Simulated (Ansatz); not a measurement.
# TiO2 (P1) in Ansatz: notebook

The runs below take TiO2 through relaxation of cell and atoms, single point, relaxation of the atoms, with PBEsol+U, PBE, r2SCAN+rVV10.

Program: Ansatz 0.2.0. These are calculated values, not measurements. Logs are shortened: lines on timing, memory, paths and dates and some standing lists are left out, and cuts for length are marked.

### 1 The crystal as given

The typed cell holds 9 atoms: a = 2.968 Å, b = 4.708 Å, c = 7.241 Å, α = 88.08°, β = 78.18°, γ = 90.00°.

The cell comes from a database or a generator and needn't be the stable form of this composition.

### 2 Relaxation of cell and atoms, PBEsol+U

input.yaml reads:

```yaml
crystal:
  lattice:
    - [2.9682645463, 0.0, 0.0]
    - [0.0002080834, 4.7076067549, 0.0]
    - [1.4835696211, 0.242353462, 7.0834647979]
  atoms:
    - { symbol: Ti, position: [0.00337187, 0.00038881, 0.00070319] }
    - { symbol: Ti, position: [0.34464021, 0.48025965, 0.31695987] }
    - { symbol: Ti, position: [0.66170814, 0.52047436, 0.68449636] }
    - { symbol: O, position: [0.44003816, 0.18543769, 0.1285388] }
    - { symbol: O, position: [0.77792634, 0.29772875, 0.45187807] }
    - { symbol: O, position: [0.10123624, 0.30895342, 0.80624322] }
    - { symbol: O, position: [0.90649721, 0.69183699, 0.19517157] }
    - { symbol: O, position: [0.22940715, 0.70300728, 0.54951473] }
    - { symbol: O, position: [0.56802567, 0.81530006, 0.87282718] }
hamiltonian:
  xc: pbesol
  pseudopotentials: { kind: paw }
  hubbard: { sites: [{ species: Ti, l: d, u_eff: 6.0 }] }
kpoints:
  mp_grid: { grid: [9, 6, 4] }
scf:
  occupations: { method: fermi_dirac, width: 0.05 }
output:
  forces: true
  stress: true
  eigenvalues: true
relax:
  f_tol: 0.01
  max_steps: 40
  cell: { stress_tol: 0.05 }
```

Potentials or basis: Ansatz PAW.

Started as:

```
$ ansatz run input.yaml --threads 4 --pin off --max-ram 11264MiB --backend cpu --events-out ev --progress --plain --runs-dir out
```

What it wrote:

```text
Warning: RAYON_NUM_THREADS=4 ignored (pool sized by the plan → 4); use --threads N
Ti: projections on atomic orbitals take those of the free atom [Ne] 3s2 3p6 3d2 4s2, of charge +0.00 (hamiltonian.pseudopotentials.projection_atoms); the dataset's partial waves leave at most 4.1e-7 of an orbital's norm unspanned inside its sphere
O: projections on atomic orbitals take those of the free atom [He] 2s2 2p4, of charge +0.00 (hamiltonian.pseudopotentials.projection_atoms); the dataset's partial waves leave at most 1.9e-8 of an orbital's norm unspanned inside its sphere
Engine: ansatz 0.2.0, aarch64-unknown-linux-gnu
Pseudopotentials: kind: paw
Pseudopotential: Ti, paw, valence charge 12, recommended cutoff 420 eV (normal), Ti.paw.azcp
Pseudopotential: O, paw, valence charge 6, recommended cutoff 420 eV (normal), O.paw.azcp
Functional definition: PBEsol
  exchange = pbesol_x
  correlation = pbesol_c
Crystal: 9 atoms, lattice volume = 98.980 Å³
Basis set: ecut = 420 eV, 1911 PW (Γ), exchange–correlation on 40×64×100 points (8 copies of the dense FFT grid, shifted against one another)
Bands: 45, of which v1, the nominal top of the filled ones, is band 36 counted from 1 (35 counted from 0)
Symmetry: 1 space group operations
Space group: P1 (ITA 1), of the structure as read, at distance tolerance 4.6e-5 Å
k-points: 110 of 216 (time reversal used)
Non-local potential: Ti, projectors of the file, l = 0: 3, l = 1: 2, l = 2: 3, l = 3: 1
Non-local potential: O, projectors of the file, l = 0: 2, l = 1: 2, l = 2: 1
PAW form: soft (Blöchl's): semilocal exchange-correlation on the pseudo side does not see the compensation charge
PAW frozen core: Ti, regenerated for the run's functional, and the local potential with it (the file was generated under x = pbe(κ = 0.804, μ = 0.2195149727645171), c = pbe(β = 0.06672455060314922))
PAW frozen core: O, regenerated for the run's functional, and the local potential with it (the file was generated under x = pbe(κ = 0.804, μ = 0.2195149727645171), c = pbe(β = 0.06672455060314922))
PAW one-centre angular grid: Ti, 590 points (default); XC on 64 Gauss nodes
PAW one-centre angular grid: O, 110 points (default); XC on 64 Gauss nodes
Initial density: superposition of atomic densities (chi_scale 0.1, normalization cell, long waves of neutral atoms under a Hubbard term (reshape's long-wave potential 0.06 eV rms, cloud 2.26 Å wide))
Initial wavefunctions: pseudopotential atomic-orbital guess
Functional: x = pbesol(κ = 0.804, μ = 0.12345679012345678), c = pbesol(β = 0.046)
SCF iter   1: F=—  HF=-10785.639589 eV  |F-HF|=—  |Δ(HF+E_count)|=         —  Δρ=9.26e-2  dr2=9.17e0  ethr=3.10e-3  ⟨swp⟩=5.3  Hψ=19255  notcnv=0
preconditioner: auto → Resta (q_TF=auto, 2.587 Å⁻¹)  ε∞=6.7  [insulator: Δε(μ)=3.856 eV  Ē_g=10.786 eV  σ=0.050 eV  W_gap=1.00  n_scr=30 (ndim 8)  ℏωp=25.9 eV  f_vac=0.001  D(μ)=0.00/eV (n_scr^D=0)  ε∞_Penn≈6.7]
SCF iter   2: F=—  HF=-10784.438447 eV  |F-HF|=—  |Δ(HF+E_count)|=    1.20e0  Δρ=5.03e-2  dr2=1.60e0  ethr=3.10e-3  ⟨swp⟩=3.7  Hψ=12177  notcnv=0  defer=213
SCF iter   3: F=—  HF=-10784.379006 eV  |F-HF|=—  |Δ(HF+E_count)|=   5.94e-2  Δρ=2.41e-2  dr2=4.99e-1  ethr=2.22e-3  ⟨swp⟩=2.6  Hψ=7639  notcnv=0  defer=213
SCF iter   4: F=—  HF=-10784.423103 eV  |F-HF|=—  |Δ(HF+E_count)|=   4.41e-2  Δρ=9.45e-3  dr2=1.01e-1  ethr=6.93e-4  ⟨swp⟩=2.7  Hψ=7814  notcnv=0  defer=214
SCF iter   5: F=—  HF=-10784.423503 eV  |F-HF|=—  |Δ(HF+E_count)|=   4.00e-4  Δρ=2.89e-3  dr2=1.32e-2  ethr=1.41e-4  ⟨swp⟩=2.8  Hψ=8364  notcnv=0  defer=261
SCF iter   6: F=—  HF=-10784.424921 eV  |F-HF|=—  |Δ(HF+E_count)|=   1.42e-3  Δρ=1.13e-3  dr2=1.56e-3  ethr=1.83e-5  ⟨swp⟩=2.0  Hψ=7668  notcnv=0  defer=305
SCF iter   7: F=—  HF=-10784.425662 eV  |F-HF|=—  |Δ(HF+E_count)|=   7.41e-4  Δρ=5.31e-4  dr2=3.23e-4  ethr=2.16e-6  ⟨swp⟩=2.0  Hψ=6487  notcnv=0  defer=303
SCF iter   8: F=—  HF=-10784.425794 eV  |F-HF|=—  |Δ(HF+E_count)|=   1.32e-4  Δρ=2.11e-4  dr2=5.70e-5  ethr=4.48e-7  ⟨swp⟩=2.0  Hψ=8273  notcnv=0  defer=303
SCF iter   9: F=—  HF=-10784.425794 eV  |F-HF|=—  |Δ(HF+E_count)|=   8.44e-8  Δρ=8.94e-5  dr2=9.39e-6  ethr=7.92e-8  ⟨swp⟩=2.0  Hψ=6751  notcnv=0  defer=303
SCF iter  10: F=—  HF=-10784.425795 eV  |F-HF|=—  |Δ(HF+E_count)|=   1.27e-6  Δρ=5.25e-5  dr2=2.50e-6  ethr=1.30e-8  ⟨swp⟩=2.0  Hψ=7158  notcnv=0  defer=303
SCF iter  11: F=—  HF=-10784.425795 eV  |F-HF|=—  |Δ(HF+E_count)|=   2.64e-7  Δρ=2.25e-5  dr2=5.20e-7  ethr=3.47e-9  ⟨swp⟩=2.0  Hψ=7181  notcnv=0  defer=303
[... 102 lines left out ...]
SCF iter   4: F=—  HF=-10784.457052 eV  |F-HF|=—  |Δ(HF+E_count)|=   1.99e-7  Δρ=8.30e-7  dr2=8.18e-10  ethr=1.35e-11  ⟨swp⟩=2.0  Hψ=6879  notcnv=0
SCF iter   5: F=—  HF=-10784.457052 eV  |F-HF|=—  |Δ(HF+E_count)|=   2.48e-9  Δρ=6.78e-7  dr2=4.50e-10  ethr=1.14e-12  ⟨swp⟩=2.0  Hψ=7590  notcnv=0
SCF iter   6: F=-10784.457052 eV  HF=-10784.457052 eV  |F-HF|=4.55e-11  |Δ(HF+E_count)|=  1.40e-10  Δρ=1.77e-7  dr2=2.15e-11  ethr=1.00e-12  ⟨swp⟩=3.3  Hψ=18975  notcnv=0
SCF 9 converged in 6 iterations: F = -10784.457052 eV  dr2 = 2.15e-11
relax step   9: F+E_penalty+E_count = -10784.45705179 eV  Δ(F+E_penalty+E_count) = -4.098e-4 eV  max|allowed force component| = 4.134e-3 eV/Å  Δτ_max = 0.0000 Å  P = +0.002 GPa  Ω = 100.611 Å³  stress off target by 1.65e-2 GPa  SCF on the basis re-selected at this cell (its energy is not comparable with the rows above)  (6 SCF iters)
basis re-selected at this cell: Δ(F+E_penalty+E_count) = -4.098e-4 eV, ΔP = +0.003 GPa vs the last step (what re-selecting the basis moved, of the pressure what is left beyond the Pulay correction that the steps carried, after the strain that the cell walked since its last selection, with what the two solves' SCF thresholds leave and, on support functions, any second-order correction that the steps lacked; it is no measure of the basis error at this ecutwfc). This SCF's stress stands 1.65e-2 GPa from its target on what of the cell is left free (relax.cell.stress_tol is 5.00e-2 GPa) and its largest allowed force component is 4.13e-3 eV/Å (relax.f_tol is 1.00e-2 eV/Å): within both
SCF converged after 6 iterations
Free energy (F): -10784.457052 eV
Harris-Foulkes:  -10784.457052 eV  (|F-HF|=4.55e-11)
Internal energy: -10784.457052 eV  (E = F + TS)
E sigma→0 (E₀):  -10784.457052 eV
Fermi energy:    9.584607 eV
--- Per-component energies (eV) ---
  E_band       = -674.072423
  E_kinetic    = 1862.893189
  E_local      = -5240.800435  (includes V_loc(G=0)·N_el)
  E_nonlocal   = 294.146128
  E_hartree    = 2018.359723
  E_xc         = -730.975801
  E_vxc        = -930.348073  (∫ρ·V_xc dr)
  E_hubbard    = 13.811172  (on-site DFT+U / exact-exchange correction)
  E_vhub       = 9.530722  (the Hubbard potential's part of the band-sum identity)
  E_paw        = -3969.358988  (= ΣΔE_a)
  E_vpaw       = -706.228737  (= ΣTr[D̂ρ^β])
  E_aug_tail   = 0.015424  (compensation charges beyond the density's cutoff)
  E_ewald      = -5033.177347
  E_core_change = 0.629880  (= ΣΔE_core)
  E_smearing   = -0.000000  (= −TS)
  E_closure    = 0.000000  (closes the sum)
  Σ components = -10784.457052   (vs F -10784.457052, Δ=0.00e0)
--- Forces (eV/Å), atoms counted from 1 ---
  atom   1  Ti    -0.00040941     0.00000487     0.00002567
  atom   2  Ti    -0.00047034    -0.00037888     0.00413356
  atom   3  Ti    -0.00018784     0.00037632    -0.00407092
  atom   4  O      0.00020388    -0.00139431    -0.00213909
  atom   5  O      0.00020253     0.00156905    -0.00016837
  atom   6  O      0.00012370    -0.00233075     0.00209355
  atom   7  O      0.00024188     0.00235193    -0.00211608
  atom   8  O      0.00010861    -0.00157743     0.00012687
  atom   9  O      0.00018699     0.00137919     0.00211480
  max |Σ_I F_I| component: 1.04e-8 eV/Å
--- Stress (GPa, compression-positive) ---
        0.007957       0.000050       0.000152
        0.000050      -0.000141      -0.015181
        0.000152      -0.015181      -0.002427
  P = ⅓ Tr σ = 0.0018 GPa (0.018 kbar)
--- Band table (eV; the first three rows and the last of 110) ---
  k-point 0: bands = ["-49.9674", "-49.7891", "-49.7569", "-26.2863", "-26.2200", "-26.2161", "-26.1246", "-26.0793", "-26.0416", "-25.9556", "-25.9419", "-25.8934", "-9.8379", "-8.7964", "-8.6885", "-8.1463", "-8.1399", "-7.8469", "3.1826", "3.4171", "3.7304", "4.1042", "4.3040", "4.4587", "4.7975", "4.8378", "4.9399", "5.5114", "6.0950", "6.3187", "6.3540", "7.1722", "7.5118", "7.6740", "7.8093", "8.0499", "11.1508", "11.4210", "11.5896", "11.6585", "11.7982", "11.8232", "12.1214", "12.2436", "12.6814"]
  k-point 1: bands = ["-49.9674", "-49.7894", "-49.7574", "-26.2900", "-26.2347", "-26.1912", "-26.1246", "-26.0874", "-26.0356", "-25.9597", "-25.9416", "-25.8936", "-9.7440", "-9.1113", "-8.5447", "-8.1194", "-8.0659", "-7.8627", "2.9647", "3.4231", "3.7686", "4.2215", "4.3069", "4.4541", "4.6228", "4.7876", "5.2795", "5.7034", "6.1333", "6.1923", "6.6042", "7.1851", "7.3681", "7.4430", "7.5775", "8.1099", "11.1887", "11.5437", "11.5590", "11.5736", "11.7349", "11.7705", "12.1008", "12.4050", "12.6877"]
  k-point 2: bands = ["-49.9674", "-49.7897", "-49.7578", "-26.2937", "-26.2381", "-26.1770", "-26.1247", "-26.0944", "-26.0310", "-25.9641", "-25.9413", "-25.8939", "-9.4987", "-9.4632", "-8.5129", "-8.0929", "-7.9825", "-7.8901", "2.7976", "3.4599", "3.8053", "4.3099", "4.3361", "4.3615", "4.4494", "4.7777", "5.6125", "6.0952", "6.1521", "6.3240", "6.5263", "6.8686", "7.1252", "7.2803", "7.7696", "7.9752", "11.2053", "11.4661", "11.5751", "11.6373", "11.7165", "11.8933", "11.9109", "12.5797", "12.6954"]
  k-point 109: bands = ["-49.9348", "-49.7434", "-49.7384", "-26.4754", "-26.3092", "-26.3018", "-26.2006", "-26.1693", "-26.0282", "-26.0199", "-26.0084", "-25.9895", "-8.5956", "-8.5422", "-8.3012", "-8.2881", "-8.2006", "-8.1064", "3.5434", "3.6940", "3.9381", "4.1376", "4.1839", "4.4131", "4.6384", "4.8783", "5.0584", "5.7191", "5.9524", "6.0438", "6.3344", "6.4885", "6.6731", "6.8360", "7.0301", "7.3380", "11.3344", "11.4442", "11.8542", "11.9398", "12.1774", "12.2493", "12.2617", "12.4133", "12.5455"]
Occupation matrices written to <dir>
--- Relaxed structure (7 steps of the walk, 6 accepted, 2 SCFs on fresh bases) ---
  F+E_penalty+E_count = -10784.45705179 eV   max|allowed force component| = 4.134e-3 eV/Å   (the final SCF, on the basis selected at the relaxed cell)
  cell:  # Å, volume = 100.6106 Å³
    - [3.0088848319690666, -6.837950911180671e-5, 0.00012119978137125611]
    - [0.00010248249180897636, 4.706918166923872, -0.021573243735849387]
    - [1.5041557121441063, 0.20982288921520184, 7.103076181960661]
  atoms:
    - { symbol: Ti, position: [0.003667097907585632, 0.00037643920755553255, 0.0007032279363964253] }
    - { symbol: Ti, position: [0.34608590806741796, 0.4863029781003914, 0.3158659180602592] }
    - { symbol: Ti, position: [0.6612354176586808, 0.5144496616458223, 0.6855405091042898] }
    - { symbol: O, position: [0.4410346475985815, 0.1878416519921378, 0.12592230388780554] }
    - { symbol: O, position: [0.7796177931177328, 0.30330594261060484, 0.4487561458622594] }
    - { symbol: O, position: [0.10170921936713256, 0.30571982653390883, 0.8045714429255586] }
    - { symbol: O, position: [0.9055762745334628, 0.6950325356653587, 0.19683620007766192] }
    - { symbol: O, position: [0.22767159491956368, 0.6974469871446185, 0.552651689558092] }
    - { symbol: O, position: [0.5662530368298417, 0.812910987099602, 0.875485552587678] }
```

It took 2 min on 4 threads of Arm Neoverse V2, shared host; peak memory 0.94 GiB.

What came out:

| Quantity | Value |
| --- | --- |
| Free energy | -10784.4571 eV |
| Relaxed volume | 11.18 Å³/atom |
| Relaxed cell | a = 3.009 Å, b = 4.707 Å, c = 7.264 Å, α = 88.60°, β = 78.05°, γ = 90.00° |
| Space group after relaxing (to 0.05 Å) | C2/m (No. 12) |
| Energy gained by relaxing | 3.5 meV/atom |
| Ionic steps | 8 |
| Pressure after relaxing | 0.0 GPa |
| Largest force after relaxing | 0.004 eV/Å |
| Band gap on the k mesh | 2.99 eV, indirect (least direct gap 3.08 eV) |

Forces on the atoms (eV/Å):
```
Ti   0.000  0.000  0.000
Ti   0.000  0.000  0.004
Ti   0.000  0.000 -0.004
O    0.000 -0.001 -0.002
O    0.000  0.002  0.000
O    0.000 -0.002  0.002
O    0.000  0.002 -0.002
O    0.000 -0.002  0.000
O    0.000  0.001  0.002
```

The path:
```csv
step,energy change (eV),largest force (eV/Å),volume (Å³)
1,0.0000,0.2100,98.98
2,-0.0195,0.1476,100.34
3,-0.0220,0.0691,100.46
4,-0.0225,0.0160,100.58
5,-0.0230,0.0037,100.53
6,-0.0311,0.0037,100.53
7,-0.0308,0.0042,100.61
8,-0.0313,0.0042,100.61
```

Final structure:
```
CELL_PARAMETERS angstrom
3.00888 -0.00007 0.00012
0.00010 4.70692 -0.02157
1.50416 0.20982 7.10308
ATOMIC_POSITIONS crystal
Ti 0.00367 0.00038 0.00070
Ti 0.34609 0.48630 0.31587
Ti 0.66124 0.51445 0.68554
O 0.44103 0.18784 0.12592
O 0.77962 0.30331 0.44876
O 0.10171 0.30572 0.80457
O 0.90558 0.69503 0.19684
O 0.22767 0.69745 0.55265
O 0.56625 0.81291 0.87549
```

Levels at points of the mesh, in eV from the valence-band top:
| k point | band 32 | band 33 | band 34 | band 35 | band 36 | band 37 | band 38 | band 39 | band 40 | band 41 |
| --- | --- | --- | --- | --- | --- | --- | --- | --- | --- | --- |
| (0.00, 0.00, 0.00) | -0.94 | -0.60 | -0.44 | -0.30 | -0.06 | 3.04 | 3.31 | 3.48 | 3.55 | 3.69 |
| (0.00, 0.00, -0.50) | -1.24 | -0.98 | -0.83 | -0.34 | -0.13 | 3.10 | 3.36 | 3.47 | 3.53 | 3.61 |
| (0.00, -0.50, 0.00) | -1.19 | -1.09 | -1.01 | -0.86 | -0.82 | 2.99 | 3.24 | 3.44 | 3.55 | 3.72 |
| (0.00, -0.50, -0.50) | -1.45 | -0.89 | -0.89 | -0.80 | -0.25 | 3.05 | 3.20 | 3.32 | 3.46 | 3.71 |

Eigenvalues of the final occupation matrices:
```tsv
site	spin	trace	eigenvalues
site 1	1	1.00	0.11 0.14 0.14 0.30 0.31
site 2	1	1.01	0.12 0.14 0.14 0.30 0.31
site 3	1	1.01	0.12 0.14 0.14 0.30 0.31
```

Caveat: odd divisions of the mesh miss points on the zone boundary, where band edges often lie, so the gap on the mesh can be too wide; the plane-wave basis is chosen anew once the cell has moved, so the energies of steps on either side of that aren't comparable; the pressure holds a Pulay correction of +0.7 GPa for the finite cutoff; the PAW data sets come from PBE, with cores solved anew for the run's functional, which leaves a small shift of forces and pressure.

(Part 1 of 3 ends here.)
